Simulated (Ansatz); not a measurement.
# Ga (Cmcm) in Ansatz: single point with PBE

Aim: the single point of Ga with PBE.

All numbers are computed with Ansatz 0.2.0; they aren't measurements. Logs are shortened: lines on timing, memory, paths and dates and some standing lists are left out, and cuts for length are marked.

### Step 1. The cell of the first run

The structure is orthorhombic, space group Cmcm (No. 63). Conventional cell: a = 2.900 Å, b = 8.130 Å, c = 3.170 Å, α = 90.00°, β = 90.00°, γ = 90.00°. Ga (site symmetry m2m) is surrounded by 8 Ga at 2.68 to 2.90 Å.

This isn't the form of Ga at room conditions, which is orthorhombic.

### Step 2. Single point, PBE (the cell as VASP's run set it)

The input, input.yaml:

```yaml
crystal:
  lattice:
    - [1.45, -4.065, 0.0]
    - [1.45, 4.065, 0.0]
    - [0.0, 0.0, 3.17]
  atoms:
    - { symbol: Ga, position: [0.867, 0.133, 0.25] }
    - { symbol: Ga, position: [0.133, 0.867, 0.75] }
kpoints:
  mp_grid: { grid: [10, 10, 8] }
scf:
  occupations: { method: gaussian, width: 0.05 }
hamiltonian:
  xc: pbe
  pseudopotentials: { kind: all_electron, lapw: { basis_error: 0.001 } }
output:
  forces: true
  stress: true
  eigenvalues: true
```

Potentials or basis: all-electron LAPW, scalar-relativistic.

Command:

```
> ansatz run input.yaml --threads 1 --pin off --max-ram 3072MiB --backend cpu --events-out ev --progress --plain --runs-dir out
```

Output:

```text
Warning: RAYON_NUM_THREADS=1 ignored (pool sized by the plan → 1); use --threads N
LAPW: plane waves up to 8.220 Å⁻¹, error target 1.0e-3 eV per atom; small_component_spin mean_spin; Ga in spheres of 1.341 Å, 21 of its electrons in bands, Dirac shells [] (how accurate: hamiltonian.pseudopotentials.lapw.basis_error, Limitations)
Engine: ansatz 0.2.0, x86_64-unknown-linux-gnu
Pseudopotentials: kind: all_electron
Pseudopotential: Ga, LAPW, valence charge 21, lapw/all_electron/scalar/gaussian/Ga, Koelling and Harmon's equation, gaussian nucleus
Functional definition: PBE
  parameter kappa = 0.804
  parameter beta = 0.06672455060314922
  exchange = pbe_x(kappa = kappa, mu = beta*pi^2/3)
  correlation = pbe_c(beta = beta)
Crystal: 2 atoms, lattice volume = 37.370 Å³
Basis set: ecut = 257.42524167599913 eV, 341 PW (Γ), FFT grids on a1+a2, a2, a3, exchange–correlation at level 2
Bands: 26, of which v1, the nominal top of the filled ones, is band 21 counted from 1 (20 counted from 0)
Symmetry: 8 space group operations
Space group: Cmcm (ITA 63), of the structure as read, at distance tolerance 3.3e-5 Å
k-points: 155 of 800
Non-local potential: Ga, projectors of the file, none
Initial density: superposition of atomic densities (chi_scale 0.1, normalization cell)
Initial wavefunctions: plane waves of lowest kinetic energy (no species holds an atomic orbital)
Functional: x = pbe(κ = 0.804, μ = 0.2195149727645171), c = pbe(β = 0.06672455060314922)
iter 1 solved again at ethr=9.44e-5 eV; its pass at ethr=1.00e-1 eV (dr2=3.97e-2 eV) is discarded
SCF iter   1: F=—  HF=-105799.727481 eV  |F-HF|=—  |Δ(HF+E_count)|=         —  Δρ=1.27e-2  dr2=3.98e-2  ethr=9.44e-5  ⟨swp⟩=3.0  Hψ=27003  notcnv=0
preconditioner: auto → none  [insulator: Δε(μ)=0.115 eV  Ē_g=17.584 eV  σ=0.050 eV  W_gap=0.78  n_scr=12 (ndim 8)  ℏωp=31.0 eV  f_vac=0.000  D(μ)=0.14/eV (n_scr^D=0)  ε∞_Penn≈4.1]
SCF iter   2: F=—  HF=-105799.674294 eV  |F-HF|=—  |Δ(HF+E_count)|=   5.32e-2  Δρ=5.50e-3  dr2=8.48e-3  ethr=9.44e-5  ⟨swp⟩=2.0  Hψ=12091  notcnv=0
SCF iter   3: F=—  HF=-105799.663707 eV  |F-HF|=—  |Δ(HF+E_count)|=   1.06e-2  Δρ=3.23e-3  dr2=2.67e-3  ethr=2.02e-5  ⟨swp⟩=2.0  Hψ=11318  notcnv=0
SCF iter   4: F=—  HF=-105799.662656 eV  |F-HF|=—  |Δ(HF+E_count)|=   1.05e-3  Δρ=1.13e-3  dr2=3.22e-4  ethr=6.35e-6  ⟨swp⟩=2.0  Hψ=11318  notcnv=0
iter 5 solved again at ethr=2.15e-8 eV; its pass at ethr=7.67e-7 eV (dr2=9.02e-6 eV) is discarded
SCF iter   5: F=—  HF=-105799.662577 eV  |F-HF|=—  |Δ(HF+E_count)|=   7.82e-5  Δρ=1.82e-4  dr2=9.00e-6  ethr=2.15e-8  ⟨swp⟩=2.0  Hψ=19542  notcnv=0
SCF iter   6: F=—  HF=-105799.662576 eV  |F-HF|=—  |Δ(HF+E_count)|=   1.03e-6  Δρ=2.06e-5  dr2=1.74e-7  ethr=2.14e-8  ⟨swp⟩=2.2  Hψ=11357  notcnv=0
SCF iter   7: F=-105799.662576 eV  HF=-105799.662576 eV  |F-HF|=4.66e-9  |Δ(HF+E_count)|=   3.65e-8  Δρ=2.90e-6  dr2=1.73e-9  ethr=4.13e-10  ⟨swp⟩=2.8  Hψ=11623  notcnv=0
SCF 1 converged in 7 iterations: F = -105799.662576 eV  dr2 = 1.73e-9
SCF converged after 7 iterations
Free energy (F): -105799.662576 eV
Harris-Foulkes:  -105799.662576 eV  (|F-HF|=4.66e-9)
Internal energy: -105799.662406 eV  (E = F + TS)
E sigma→0 (E₀):  -105799.662491 eV
Entropy (-TS):   -0.000170 eV (-0.085 meV/atom)
Fermi energy:    11.896614 eV
--- Per-component energies (eV) ---
  E_band       = -1534.652097
  E_kinetic    = 107881.003531
  E_xc         = -4118.930169
  E_electrostatic = -209561.735768  (all electrons and nuclei)
  E_smearing   = -0.000170  (= −TS)
  E_closure    = 0.000000  (closes the sum)
  E_atoms      = -105793.889118  (free atoms, spherical and without spin; not in F)
  Σ components = -105799.662576   (vs F -105799.662576, Δ=0.00e0)
  Basis errors (estimates in eV, not in F): energy 3.2e-4 per atom: plane waves 2.9e-4 (1.6e-4 summed), levels above the bands 0.0e0, relativity 6.5e-9, radial functions 2.9e-5, core shells 1.0e-10; eigenvalues (radial functions only) 2.8e-6; not estimated: angular momenta, meshes, grids; target (lapw.basis_error) 1.0e-3; muffin-tin radii Ga 1.341 Å
--- Forces (eV/Å), atoms counted from 1 ---
  atom   1  Ga     0.00000000     0.21333001     0.00000000
  atom   2  Ga     0.00000000    -0.21333001     0.00000000
  max |Σ_I F_I| component: 2.78e-17 eV/Å
--- Stress (GPa, compression-positive) ---
       -0.400464       0.000000       0.000000
        0.000000       1.803900       0.000000
        0.000000       0.000000       2.900040
  P = ⅓ Tr σ = 1.4345 GPa (14.345 kbar)
--- Band table (eV; the first three rows and the last of 155) ---
  k-point 0: bands = ["-131.8873", "-131.8864", "-82.6281", "-82.6237", "-82.6197", "-82.6189", "-82.6102", "-82.6020", "-3.2357", "-3.2109", "-3.1433", "-3.1295", "-2.9389", "-2.9219", "-2.8927", "-2.8774", "-2.8752", "-2.7157", "0.6960", "9.6652", "10.3613", "14.8308", "18.5043", "19.7661", "20.6949", "22.3947"]
  k-point 1: bands = ["-131.8873", "-131.8864", "-82.6280", "-82.6240", "-82.6196", "-82.6189", "-82.6099", "-82.6023", "-3.2241", "-3.2062", "-3.1419", "-3.1049", "-2.9644", "-2.9593", "-2.8751", "-2.8602", "-2.8568", "-2.7405", "0.9332", "9.9427", "10.2943", "13.0171", "19.9865", "20.8958", "20.9899", "21.3849"]
  k-point 2: bands = ["-131.8872", "-131.8865", "-82.6278", "-82.6247", "-82.6195", "-82.6190", "-82.6090", "-82.6032", "-3.2360", "-3.1459", "-3.1317", "-3.0554", "-3.0044", "-3.0042", "-2.8833", "-2.8283", "-2.8270", "-2.7993", "1.6503", "8.9580", "10.7594", "12.0832", "18.6585", "18.7468", "20.6178", "21.4518"]
  k-point 154: bands = ["-131.8868", "-131.8868", "-82.6272", "-82.6272", "-82.6192", "-82.6192", "-82.6055", "-82.6055", "-3.1707", "-3.1707", "-3.0907", "-3.0907", "-2.9612", "-2.9612", "-2.8867", "-2.8867", "-2.8480", "-2.8480", "6.3467", "6.3467", "7.6996", "7.6996", "21.5256", "21.5256", "23.3658", "23.3658"]
```

Run time: 33 s. Hardware: 1 thread of AMD EPYC 7R43 (Zen 3), shared host; peak memory 0.51 GiB.

Results:

| Property | Result |
| --- | --- |
| Free energy | -105799.6626 eV |
| Pressure | 1.4 GPa |
| Largest force | 0.213 eV/Å |
| Band gap on the k mesh | none (metal or under the smearing width) |

Forces in eV/Å, atoms in the order of the input:
```
Ga   0.000  0.213  0.000
Ga   0.000 -0.213  0.000
```
